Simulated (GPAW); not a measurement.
Input of a GPAW 26.7.0 run:

Contents of run.py:

```python
import numpy as np
from ase.dft.bandgap import bandgap
from ase.io import write
from ase.spacegroup import crystal
from gpaw import GPAW, PW
from gpaw.response.df import DielectricFunction

# Ni 4a
# O 4b
atoms = crystal(['Ni', 'O'],
                basis=[[0.0, 0.0, 0.0],
                       [0.5, 0.0, 0.0]],
                spacegroup=225, setting=1,  # Fm-3m
                cellpar=[4.17180328, 4.17180328, 4.17180328, 90.0, 90.0, 90.0],
                primitive_cell=True)
atoms.set_initial_magnetic_moments([1.0, 0.0])

calc = GPAW(mode=PW(650),
            xc='PBE',
            kpts={'size': (9, 9, 9), 'gamma': True},
            occupations={'name': 'fermi-dirac', 'width': 0.05},
            setups={'Ni': 'v3'},
            nbands=-11,
            convergence={'density': 1e-06},
            maxiter=150,
            txt='gpaw.txt')
atoms.calc = calc
energy = atoms.get_potential_energy()
calc.write('gs.gpw')
write('result.traj', atoms)
print(f'Energy: {energy:.6f} eV')
print('Moments:', calc.get_magnetic_moments().round(3))
print('Fermi level:', round(calc.get_fermi_level(), 4), 'eV')
print(f'Gap: {bandgap(calc)[0]:.4f} eV, direct: {bandgap(calc, direct=True)[0]:.4f} eV')

dense = calc.fixed_density(kpts={'size': (12, 12, 12), 'gamma': True},
                           nbands=38, convergence={'bands': 32},
                           update_fermi_level=True, txt='dense.txt')
dense.write('dense.gpw', mode='all')

df = DielectricFunction('dense.gpw', frequencies=np.array([0.0]), hilbert=False, eta=0.001,
                        ecut=50, nbands=32, txt='df.txt')
for q_c in [[0.0833333333, 0.0, 0.0], [0.1666666667, 0.0, 0.0], [0.25, 0.0, 0.0], [0.3333333333, 0.0, 0.0], [0.5, 0.0, 0.0], [0.75, 0.0, 0.0], [0.9166666667, 0.0, 0.0], [0.0833333333, 0.0833333333, 0.0], [0.1666666667, 0.1666666667, 0.0], [0.25, 0.25, 0.0], [0.3333333333, 0.3333333333, 0.0], [0.5, 0.5, 0.0], [0.75, 0.75, 0.0], [0.9166666667, 0.9166666667, 0.0]]:
    e0, e = df.get_dielectric_function(xc='RPA', q_c=q_c, filename=None)
    q = np.linalg.norm(2 * np.pi * np.array(q_c) @ atoms.cell.reciprocal())
    print(q_c, f'|q| = {q:.4f} 1/A: eps {e0[0].real:.4f} without, {e[0].real:.4f} with local fields')
```

Potentials or basis: GPAW PAW data sets (gpaw-data 1.2.1), newer versions, pw.

Command:

```bash
$ OMP_NUM_THREADS=1 python run.py
```

Question: Predict the band gap on the k mesh.

Answer: None (metal or under the smearing width).

Question: Predict the net moment.

Answer: 1.75 μB per cell.

Caveat: a cell with one magnetic atom can't hold antiferromagnetic order, which such compounds often take; semilocal functionals often make such compounds metallic where correlation or magnetic order opens a gap, which also shifts bond lengths.

The gap isn't set beside the measured one, since this odd mesh misses points on the zone boundary.
